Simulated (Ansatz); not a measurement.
# A point defect in Al (Aluminum): Al interstitial

What does an Al interstitial cost in Al (Aluminum), and how do its neighbours move? It is set in a cell of 27 host atoms.

Computed with Ansatz 0.2.0 (DFT PBE, scalar-relativistic, plane waves, PAW, unless a step's input says otherwise).

1 further run of the same task is left out (set aside as unsound or not needed).

## 1. Starting point

Symmetry: Fm-3m, No. 225, cubic system. Conventional cell: a = 4.041 Å, b = 4.041 Å, c = 4.041 Å, α = 90.00°, β = 90.00°, γ = 90.00°. Al (site symmetry m-3m) has 12 Al at 2.86 Å as nearest neighbours.

Coordinates:

```cif
data_structure
_symmetry_space_group_name_H-M 'P 1'
_symmetry_Int_Tables_number 1
_cell_length_a 2.8577
_cell_length_b 2.8577
_cell_length_c 2.8577
_cell_angle_alpha 60.000
_cell_angle_beta 60.000
_cell_angle_gamma 60.000
_cell_volume 16.50
loop_
_atom_site_label
_atom_site_type_symbol
_atom_site_fract_x
_atom_site_fract_y
_atom_site_fract_z
_atom_site_occupancy
Al1 Al 0.00000 0.00000 0.00000 1
```

This cell was relaxed beforehand with the same method: volume 16.50 Å³/atom, gap on the mesh none (metal).

## 2. Host supercell without the defect

Input file input.yaml:

```yaml
crystal:
  lattice:
    - [0.0, 6.062185216, -6.062185216]
    - [6.062185216, 6.062185216, 0.0]
    - [6.062185216, 0.0, -6.062185216]
  atoms:
    - { symbol: Al, position: [0.6666666667, 0.0, 0.6666666667] }
    - { symbol: Al, position: [0.6666666667, 0.3333333333, 0.6666666667] }
    - { symbol: Al, position: [0.6666666667, 0.6666666667, 0.6666666667] }
    - { symbol: Al, position: [0.3333333333, 1.0, 0.6666666667] }
    - { symbol: Al, position: [0.3333333333, 0.3333333333, 0.6666666667] }
    - { symbol: Al, position: [0.3333333333, 0.6666666667, 0.6666666667] }
    - { symbol: Al, position: [0.0, 0.0, 0.6666666667] }
    - { symbol: Al, position: [0.0, 0.3333333333, 0.6666666667] }
    - { symbol: Al, position: [0.0, 0.6666666667, 0.6666666667] }
    - { symbol: Al, position: [0.6666666667, 1.0, 0.3333333333] }
    - { symbol: Al, position: [0.6666666667, 0.3333333333, 0.3333333333] }
    - { symbol: Al, position: [0.6666666667, 0.6666666667, 0.3333333333] }
    - { symbol: Al, position: [0.3333333333, 0.0, 0.3333333333] }
    - { symbol: Al, position: [0.3333333333, 0.3333333333, 0.3333333333] }
    - { symbol: Al, position: [0.3333333333, 0.6666666667, 0.3333333333] }
    - { symbol: Al, position: [0.0, 0.0, 0.3333333333] }
    - { symbol: Al, position: [0.0, 0.3333333333, 0.3333333333] }
    - { symbol: Al, position: [0.0, 0.6666666667, 0.3333333333] }
    - { symbol: Al, position: [0.6666666667, 0.0, 0.0] }
    - { symbol: Al, position: [0.6666666667, 0.3333333333, 0.0] }
    - { symbol: Al, position: [0.6666666667, 0.6666666667, 0.0] }
    - { symbol: Al, position: [0.3333333333, 0.0, 0.0] }
    - { symbol: Al, position: [0.3333333333, 0.3333333333, 0.0] }
    - { symbol: Al, position: [0.3333333333, 0.6666666667, 0.0] }
    - { symbol: Al, position: [0.0, 0.0, 0.0] }
    - { symbol: Al, position: [0.0, 0.3333333333, 0.0] }
    - { symbol: Al, position: [0.0, 0.6666666667, 0.0] }
basis:
  ecutwfc: 420
  xc_grid: 2
kpoints:
  mp_grid: { grid: [4, 4, 4], shift: [0.0, 0.0, 0.0] }
hamiltonian:
  xc: pbe
scf:
  occupations: { method: gaussian, width: 0.1 }
output:
  forces: true
  stress: true
  eigenvalues: true
```

Launch:

```console
> ansatz run input.yaml --threads 4 --pin off --max-ram 10240MiB --backend cpu --events-out ev --progress --plain --runs-dir out
```

The session goes on with these runs: relaxation at the host's cell.

**Question.** What will these runs give? Wanted: formation energy, neutral; nearest atoms after relaxation, one image of each, neutral.

The runs gave:

| quantity | value |
| --- | --- |
| formation energy, neutral | 3.64 eV |
| nearest atoms after relaxation, one image of each, neutral | 1 Al at 2.38 Å, 4 Al at 2.41 Å, 1 Al at 2.45 Å |

Forming the neutral defect takes 3.64 eV with the elements as reservoirs. Spin polarisation was off in the neutral run, so a moment could not show there. With 27 host sites the defect feels its images, so energies are good to tenths of an eV at best. Other minima may exist.
